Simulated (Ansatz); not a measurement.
BaF2 (fluorite, Fm-3m), the program Ansatz at the LDA level (PAW): ε∞ = 2.47, cell volume 55.21 Å³. Infrared-active transverse modes:

```tsv
ω_TO (cm⁻¹)	oscillator strength S_xx (e²/amu)
200.4	0.2342
```

Compute the static dielectric constant.

Each mode adds (4.921e7/V) S/ω²: 5.20. So ε0 = 7.67.

What LO frequency does the Lyddane–Sachs–Teller relation give?

ω_LO = ω_TO √(ε0/ε∞) = 353 cm⁻¹.

The cell was relaxed with LDA under the symmetry of its start; phonons on a q-mesh show no instability. Spin–orbit coupling is left out wherever it is not named.

Potentials: the later of the program's two PAW sets.
